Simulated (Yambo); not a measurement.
**BP in Yambo: convergence with bands in self energy**

Crystal: BP.

```
P B
1.0
     0.00000    2.26900    2.26900
     2.26900    0.00000    2.26900
     2.26900    2.26900    0.00000
P B
1 1
Direct
  0.75000 0.75000 0.75000
  0.00000 0.00000 0.00000
```

- Program: Yambo 5.3.0
- Task: G0W0 quasiparticle levels
- Functional: PBEsol
- Potentials or basis: PseudoDojo 0.4.1 SR PBEsol standard
- Cutoff: 1034 eV
- Density cutoff: 4136 eV
- k mesh: 8 × 8 × 8
- Occupations: fixed
- Spin: no spin polarisation
- k mesh of the self-consistent run: 10 × 10 × 10
- Random integration of the Coulomb term: yes
- Direction of the field or of q to 0: x + y + z
- Broadening: 0.1 eV
- States corrected: Γ and the k points of the band edges
- Frequency dependence of W: plasmon pole
- Terminator of the band sum in the self-energy: none
- Quasiparticle equation: linearised (Newton)
- Imaginary frequency of the plasmon-pole fit: 27.2114 eV
- Bands in the response: 304
- Bands in the self-energy: 24
- Cutoff of the response matrix: 12 Ry
- Cutoff of exchange and Vxc: 76 Ry
- Bands corrected (first, last): [3, 5]

These are the settings of the first run; the series varies bands in self energy, with any setting tied to it.

| bands in self energy | quasiparticle gap at the points computed (eV) |
| --- | --- |
| 24 | 1.894 |
| 44 | 1.950 |
| 84 | 1.990 |
| 304 | 2.008 |

Against the tightest run, the quasiparticle gap at the points computed stays within 0.05 eV from 84 on. The tightest run that finished is the yardstick and may itself not be fully converged.

Caveat, for the tightest run too: this version prints the column dSc/dw multiplied by 27.2; the quasiparticle gap listed is the Kohn-Sham gap on the denser mesh of the self-consistent run plus the correction found on the GW mesh, so it differs from the gap in the log.
